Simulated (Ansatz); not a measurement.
# BaTiO3: stress in a strained cell

Aim: deform BaTiO3 (equal xx and yy strain of +3 %) and compute stress, forces and field gradients with LAPW, PAW and all-electron datasets made for the crystal.

Program: Ansatz 0.2.0. Level of theory: DFT PBE, scalar-relativistic. These are calculated values, not measurements.

## (1) The system as given

It takes space group P4mm (No. 99, tetragonal). The conventional cell has a = 4.000 Å, b = 4.000 Å, c = 4.018 Å, α = 90.00°, β = 90.00°, γ = 90.00°. Ba (site symmetry 4mm) is surrounded by 12 O at 2.79 to 2.88 Å. Around Ti (site symmetry 4mm) lie 6 O at 1.87 to 2.15 Å. Around O (site symmetry 4mm) lie 2 Ti at 1.87 to 2.15 Å. O (site symmetry 2mm) has 2 Ti at 2.00 Å and 4 Ba at 2.79 to 2.88 Å as nearest neighbours.

As a file:

```
Ba Ti O
1.0
     3.99980    0.00000    0.00000
     0.00000    3.99980    0.00000
     0.00000    0.00000    4.01800
Ba Ti O
1 1 3
Cartesian
  0.0000 0.0000 0.0000
  1.9999 1.9999 1.9367
  1.9999 1.9999 0.0643
  1.9999 0.0000 2.0693
  0.0000 1.9999 2.0693
```

Atoms are numbered in the order of the input: Ba1, Ti2, O3, O4, O5.

## (2) After the deformation

Space group P4mm before, P4mm after.

## (3) All-electron LAPW

File input.yaml:

```yaml
crystal:
  lattice:
    - [4.119794, 0.0, 0.0]
    - [0.0, 4.119794, 0.0]
    - [0.0, 0.0, 4.018]
  atoms:
    - { symbol: Ba, position: [0.0, 0.0, 0.0] }
    - { symbol: Ti, position: [0.5, 0.5, 0.482] }
    - { symbol: O, position: [0.5, 0.5, 0.016] }
    - { symbol: O, position: [0.5, 0.0, 0.515] }
    - { symbol: O, position: [0.0, 0.5, 0.515] }
kpoints:
  mp_grid: { grid: [7, 7, 7] }
  band_path:
    path:
      - [0.0, 0.0, 0.0]
      - [0.0, 0.5, 0.0]
      - [0.5, 0.5, 0.0]
      - [0.0, 0.0, 0.0]
      - [0.0, 0.0, 0.5]
      - [0.0, 0.5, 0.5]
      - [0.5, 0.5, 0.5]
      - [0.0, 0.0, 0.5]
      - [0.0, 0.5, 0.0]
    npoints: 5
scf:
  occupations: { method: fermi_dirac, width: 0.08 }
hamiltonian:
  xc: pbe
  pseudopotentials: { kind: all_electron, lapw: { basis_error: 0.001 } }
output:
  forces: true
  stress: true
  eigenvalues: true
```

The run is started by

```console
> ansatz run input.yaml --threads 2 --pin off --max-ram 6144MiB --backend cpu --events-out ev --progress --plain --runs-dir out
```

## (4) Frozen-core PAW

File input.yaml:

```yaml
crystal:
  lattice:
    - [4.119794, 0.0, 0.0]
    - [0.0, 4.119794, 0.0]
    - [0.0, 0.0, 4.018]
  atoms:
    - { symbol: Ba, position: [0.0, 0.0, 0.0] }
    - { symbol: Ti, position: [0.5, 0.5, 0.482] }
    - { symbol: O, position: [0.5, 0.5, 0.016] }
    - { symbol: O, position: [0.5, 0.0, 0.515] }
    - { symbol: O, position: [0.0, 0.5, 0.515] }
kpoints:
  mp_grid: { grid: [7, 7, 7] }
scf:
  occupations: { method: fermi_dirac, width: 0.08 }
hamiltonian:
  xc: pbe
  pseudopotentials: { kind: paw }
output:
  forces: true
  stress: true
  eigenvalues: true
  efg: { contact_densities: true }
```

## (5) Datasets made for this crystal

Changes to input.yaml since step 4:

```diff
@@ -17,3 +17,3 @@
   xc: pbe
-  pseudopotentials: { kind: paw }
+  pseudopotentials: { kind: all_electron, datasets: crystal }
 output:
```

(Steps that only read results are left out.)

**Question.** What will these runs give? Wanted: pressure; largest shear or deviatoric stress.

The runs gave:

| quantity | value |
| --- | --- |
| pressure | LAPW -6.02, PAW -6.03, crystal datasets -6.02 GPa |
| largest shear or deviatoric stress (LAPW) | 3.77 GPa |

In words: The largest part of the stress beyond the pressure is 3.77 GPa in size, in the zz component; the atoms are carried along and not relaxed. No run of the undeformed cell stands beside it, so the pressure holds what the given cell had before the change. PAW: stress within 0.02 GPa of LAPW, forces within 1 meV/Å. Crystal datasets: stress within 0.01 GPa of LAPW, forces within 1 meV/Å. Spin-orbit coupling is left out, though the cell holds Ba; in elements this heavy it can shift bands and gaps by tenths of an eV.
